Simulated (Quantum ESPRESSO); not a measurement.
# LiH (Fm-3m) in Quantum ESPRESSO: band structure with r2SCAN

Aim: the band structure of LiH with r2SCAN.

Program: Quantum ESPRESSO 7.5. These are calculated values, not measurements. Logs are shortened: lines on timing, memory, paths and dates and some standing lists are left out, and cuts for length are marked.

## Step 1: Starting point

Symmetry: Fm-3m, No. 225, cubic system. Conventional cell: a = 4.074 Å, b = 4.074 Å, c = 4.074 Å, α = 90.00°, β = 90.00°, γ = 90.00°. Li (site symmetry m-3m) is surrounded by 6 H at 2.04 Å. Around H (site symmetry m-3m) lie 6 Li at 2.04 Å.

## Step 2: Band structure, r2SCAN

File pw.in:

```
&CONTROL
  calculation = 'scf'
  prefix = 'pwscf'
  outdir = './tmp'
  pseudo_dir = './pseudo'
  tprnfor = .true.
  tstress = .true.
  disk_io = 'low'
/
&SYSTEM
  ibrav = 0
  nat = 2
  ntyp = 2
  ecutwfc = 70
  nbnd = 7
  input_dft = 'r2scan'
  occupations = 'smearing'
  smearing = 'fd'
  degauss = 0.00367493
  nosym = .true.
/
&ELECTRONS
  conv_thr = 1d-08
  electron_maxstep = 120
  mixing_beta = 0.5
/
ATOMIC_SPECIES
Li     6.9400 Li_ONCV_PBE-1.2.upf
H      1.0080 H_ONCV_PBE-1.2.upf
CELL_PARAMETERS angstrom
   0.0000000000    2.0367500000    2.0367500000
   2.0367500000    0.0000000000    2.0367500000
   2.0367500000    2.0367500000    0.0000000000
ATOMIC_POSITIONS crystal
Li     0.0000000000    0.0000000000    0.0000000000
H      0.5000000000    0.5000000000    0.5000000000
K_POINTS automatic
8 8 8 0 0 0
```

File bands.in:

```
&CONTROL
  calculation = 'bands'
  prefix = 'pwscf'
  outdir = './tmp'
  pseudo_dir = './pseudo'
  disk_io = 'low'
  verbosity = 'high'
/
&SYSTEM
  ibrav = 0
  nat = 2
  ntyp = 2
  ecutwfc = 70
  nbnd = 7
  input_dft = 'r2scan'
  occupations = 'smearing'
  smearing = 'fd'
  degauss = 0.00367493
  nosym = .true.
/
&ELECTRONS
  conv_thr = 1d-08
  electron_maxstep = 120
  mixing_beta = 0.5
  diago_full_acc = .true.
  startingwfc = 'random'
/
ATOMIC_SPECIES
Li     6.9400 Li_ONCV_PBE-1.2.upf
H      1.0080 H_ONCV_PBE-1.2.upf
CELL_PARAMETERS angstrom
   0.0000000000    2.0367500000    2.0367500000
   2.0367500000    0.0000000000    2.0367500000
   2.0367500000    2.0367500000    0.0000000000
ATOMIC_POSITIONS crystal
Li     0.0000000000    0.0000000000    0.0000000000
H      0.5000000000    0.5000000000    0.5000000000
K_POINTS crystal
60
 0.0000000000  0.0000000000  0.0000000000 1
 0.0625000000  0.0000000000  0.0625000000 1
 0.1250000000  0.0000000000  0.1250000000 1
 0.1875000000  0.0000000000  0.1875000000 1
 0.2500000000  0.0000000000  0.2500000000 1
 0.3125000000  0.0000000000  0.3125000000 1
 0.3750000000  0.0000000000  0.3750000000 1
 0.4375000000  0.0000000000  0.4375000000 1
 0.5000000000  0.0000000000  0.5000000000 1
 0.5000000000  0.0625000000  0.5625000000 1
 0.5000000000  0.1250000000  0.6250000000 1
 0.5000000000  0.1875000000  0.6875000000 1
 0.5000000000  0.2500000000  0.7500000000 1
 0.4375000000  0.3125000000  0.7500000000 1
 0.3750000000  0.3750000000  0.7500000000 1
 0.3375000000  0.3375000000  0.6750000000 1
 0.3000000000  0.3000000000  0.6000000000 1
 0.2625000000  0.2625000000  0.5250000000 1
 0.2250000000  0.2250000000  0.4500000000 1
 0.1875000000  0.1875000000  0.3750000000 1
 0.1500000000  0.1500000000  0.3000000000 1
 0.1125000000  0.1125000000  0.2250000000 1
 0.0750000000  0.0750000000  0.1500000000 1
 0.0375000000  0.0375000000  0.0750000000 1
 0.0000000000  0.0000000000  0.0000000000 1
 0.0625000000  0.0625000000  0.0625000000 1
 0.1250000000  0.1250000000  0.1250000000 1
 0.1875000000  0.1875000000  0.1875000000 1
 0.2500000000  0.2500000000  0.2500000000 1
 0.3125000000  0.3125000000  0.3125000000 1
 0.3750000000  0.3750000000  0.3750000000 1
 0.4375000000  0.4375000000  0.4375000000 1
 0.5000000000  0.5000000000  0.5000000000 1
 0.5250000000  0.4500000000  0.5250000000 1
 0.5500000000  0.4000000000  0.5500000000 1
 0.5750000000  0.3500000000  0.5750000000 1
 0.6000000000  0.3000000000  0.6000000000 1
 0.6250000000  0.2500000000  0.6250000000 1
 0.5833333333  0.2500000000  0.6666666667 1
 0.5416666667  0.2500000000  0.7083333333 1
 0.5000000000  0.2500000000  0.7500000000 1
 0.5000000000  0.2857142857  0.7142857143 1
 0.5000000000  0.3214285714  0.6785714286 1
 0.5000000000  0.3571428571  0.6428571429 1
 0.5000000000  0.3928571429  0.6071428571 1
 0.5000000000  0.4285714286  0.5714285714 1
 0.5000000000  0.4642857143  0.5357142857 1
 0.5000000000  0.5000000000  0.5000000000 1
 0.4821428571  0.4821428571  0.5357142857 1
 0.4642857143  0.4642857143  0.5714285714 1
 0.4464285714  0.4464285714  0.6071428571 1
 0.4285714286  0.4285714286  0.6428571429 1
 0.4107142857  0.4107142857  0.6785714286 1
 0.3928571429  0.3928571429  0.7142857143 1
 0.3750000000  0.3750000000  0.7500000000 1
 0.6250000000  0.2500000000  0.6250000000 1
 0.5937500000  0.1875000000  0.5937500000 1
 0.5625000000  0.1250000000  0.5625000000 1
 0.5312500000  0.0625000000  0.5312500000 1
 0.5000000000  0.0000000000  0.5000000000 1
```

Potentials or basis: SG15 PBE 1.2.

Run with:

```sh
> OMP_NUM_THREADS=1 mpirun -n 4 pw.x -nk 4 -in pw.in > pw.out
> OMP_NUM_THREADS=1 mpirun -n 4 pw.x -nk 4 -in bands.in > bands.out
```

pw.out:

```text
This program is part of the open-source Quantum ESPRESSO suite
     for quantum simulation of materials; please cite
         "P. Giannozzi et al., J. Phys.:Condens. Matter 21 395502 (2009);
         "P. Giannozzi et al., J. Phys.:Condens. Matter 29 465901 (2017);
         "P. Giannozzi et al., J. Chem. Phys. 152 154105 (2020);
     in publications or presentations arising from this work. More details at

     IMPORTANT: XC functional enforced from input :
     Exchange-correlation= R2SCAN
                           (   0   0   0   0   0 497 498)
     Any further DFT definition will be discarded
     Please, verify this is what you really want

     K-points division:     npool     =       4
     Subspace diagonalization in iterative solution of the eigenvalue problem:
     a serial algorithm will be used

     G-vector sticks info
     --------------------
     sticks:   dense  smooth     PW     G-vecs:    dense   smooth      PW
     Sum         583     583    187                 9185     9185    1687

     Using Slab Decomposition

     bravais-lattice index     =            0
     lattice parameter (alat)  =       5.4432  a.u.
     unit-cell volume          =     114.0354 (a.u.)^3
     number of atoms/cell      =            2
     number of atomic types    =            2
     number of electrons       =         4.00
     number of Kohn-Sham states=            7
     kinetic-energy cutoff     =      70.0000  Ry
     charge density cutoff     =     280.0000  Ry
     scf convergence threshold =      1.0E-08
     mixing beta               =       0.5000
     number of iterations used =            8  plain     mixing
     Exchange-correlation= R2SCAN
                           (   0   0   0   0   0 497 498)

     celldm(1)=   5.443166  celldm(2)=   0.000000  celldm(3)=   0.000000
     celldm(4)=   0.000000  celldm(5)=   0.000000  celldm(6)=   0.000000

     crystal axes: (cart. coord. in units of alat)
               a(1) = (   0.000000   0.707107   0.707107 )
               a(2) = (   0.707107   0.000000   0.707107 )
               a(3) = (   0.707107   0.707107   0.000000 )

     reciprocal axes: (cart. coord. in units 2 pi/alat)
               b(1) = ( -0.707107  0.707107  0.707107 )
               b(2) = (  0.707107 -0.707107  0.707107 )
               b(3) = (  0.707107  0.707107 -0.707107 )

     PseudoPot. # 1 for Li read from file:
     Li_ONCV_PBE-1.2.upf
     Pseudo is Norm-conserving, Zval =  3.0
     Generated using ONCVPSP code by D. R. Hamann
     Using radial grid of  602 points,  4 beta functions with:
                l(1) =   0
                l(2) =   0
                l(3) =   1
                l(4) =   1

     PseudoPot. # 2 for H  read from file:
     H_ONCV_PBE-1.2.upf
     Pseudo is Norm-conserving, Zval =  1.0
     Generated using ONCVPSP code by D. R. Hamann
     Using radial grid of  602 points,  2 beta functions with:
                l(1) =   0
                l(2) =   0

     atomic species   valence    mass     pseudopotential
     Li                3.00     6.94000     Li( 1.00)
     H                 1.00     1.00800     H ( 1.00)

     No symmetry found

   Cartesian axes

     site n.     atom                  positions (alat units)
         1        Li     tau(   1) = (   0.0000000   0.0000000   0.0000000  )
         2        H      tau(   2) = (   0.7071068   0.7071068   0.7071068  )

     number of k points=   260  Fermi-Dirac smearing, width (Ry)=  0.0037

     Number of k-points >= 100: set verbosity='high' to print them.

     Dense  grid:     9185 G-vectors     FFT dimensions: (  30,  30,  30)

     WARNING: libxc functional with ID  497 depends
      on external parameters: check the user_guide of
      QE if you need to modify them or to check their
      default values.

     WARNING: libxc functional with ID  498 depends
      on external parameters: check the user_guide of
      QE if you need to modify them or to check their
      default values.

     Initial potential from superposition of free atoms

     starting charge       3.8851, renormalised to       4.0000
     Starting wfcs are random

     Self-consistent Calculation

     iteration #  1     ecut=    70.00 Ry     beta= 0.50
     Davidson diagonalization with overlap
     ethr =  1.00E-02,  avg # of iterations =  6.4

     total energy              =     -15.47256355 Ry
     estimated scf accuracy    <      18.24306347 Ry

     iteration #  2     ecut=    70.00 Ry     beta= 0.50
     Davidson diagonalization with overlap
     ethr =  1.00E-02,  avg # of iterations =  1.0

     total energy              =     -15.52034639 Ry
     estimated scf accuracy    <       4.40362061 Ry

     iteration #  3     ecut=    70.00 Ry     beta= 0.50
     Davidson diagonalization with overlap
     ethr =  1.00E-02,  avg # of iterations =  1.0

     total energy              =     -15.52217666 Ry
     estimated scf accuracy    <       0.00226867 Ry

     iteration #  4     ecut=    70.00 Ry     beta= 0.50
     Davidson diagonalization with overlap
     ethr =  5.67E-05,  avg # of iterations =  2.0

     total energy              =     -15.52221568 Ry
     estimated scf accuracy    <       0.00026157 Ry

     iteration #  5     ecut=    70.00 Ry     beta= 0.50
     Davidson diagonalization with overlap
     ethr =  6.54E-06,  avg # of iterations =  2.0

     total energy              =     -15.52221989 Ry
     estimated scf accuracy    <       0.00001148 Ry

     iteration #  6     ecut=    70.00 Ry     beta= 0.50
     Davidson diagonalization with overlap
     ethr =  2.87E-07,  avg # of iterations =  1.2

     total energy              =     -15.52222005 Ry
     estimated scf accuracy    <       0.00000026 Ry

     iteration #  7     ecut=    70.00 Ry     beta= 0.50
     Davidson diagonalization with overlap
     ethr =  6.52E-09,  avg # of iterations =  1.0

     End of self-consistent calculation

     Number of k-points >= 100: set verbosity='high' to print the bands.

     the Fermi energy is     1.4509 ev

!    total energy              =     -15.52222006 Ry
     estimated scf accuracy    <          7.4E-09 Ry
     smearing contrib. (-TS)   =      -0.00000000 Ry
     internal energy E=F+TS    =     -15.52222006 Ry

     The total energy is F=E-TS. E is the sum of the following terms:
     one-electron contribution =      -7.76052589 Ry
     hartree contribution      =       3.12596299 Ry
     xc contribution           =      -4.08220334 Ry
     ewald contribution        =      -6.80545381 Ry

     convergence has been achieved in   7 iterations

     Forces acting on atoms (cartesian axes, Ry/au):

     atom    1 type  1   force =    -0.00000008   -0.00000011   -0.00000007
     atom    2 type  2   force =     0.00000008    0.00000011    0.00000007

     Total force =     0.000000     Total SCF correction =     0.000000
     SCF correction compared to forces is large: reduce conv_thr to get better values

     Computing stress (Cartesian axis) and pressure

          total   stress  (Ry/bohr**3)                   (kbar)     P=      -13.64
  -0.00009276   0.00000000   0.00000000          -13.65        0.00        0.00
   0.00000000  -0.00009276  -0.00000000            0.00      -13.64       -0.00
   0.00000000  -0.00000000  -0.00009276            0.00       -0.00      -13.64

=------------------------------------------------------------------------------=
   JOB DONE.
=------------------------------------------------------------------------------=
```

It took 29 s on 4 MPI ranks of Intel Xeon Platinum 8375C at 2.90GHz (Ice Lake), shared host; peak memory 0.36 GiB.

What came out:

- Free energy: -211.1906 eV
- Pressure: -1.4 GPa
- Band gap on the k mesh: 3.68 eV, direct
- Band gap along the path: 3.68 eV, direct

Levels at the corners of the path, in eV from the valence-band top:
```
point  band 1  band 2  band 3  band 4  band 5
    Γ  -45.38   -5.32   16.90   18.76   18.76
    X  -45.33    0.00    3.68   11.53   11.53
    W  -45.33   -0.20    5.98    5.98   12.36
    K  -45.33   -0.45    4.84    8.20   12.68
    Γ  -45.38   -5.32   16.90   18.76   18.76
    L  -45.34   -2.46    5.45   14.51   17.60
    U  -45.33   -0.45    4.84    8.20   12.68
    W  -45.33   -0.20    5.98    5.98   12.36
    L  -45.34   -2.46    5.45   14.51   17.60
    K  -45.33   -0.45    4.84    8.20   12.68
    U  -45.33   -0.45    4.84    8.20   12.68
    X  -45.33    0.00    3.68   11.53   11.53
```

Caveat: the potentials were made for another functional, which shifts forces and pressure.
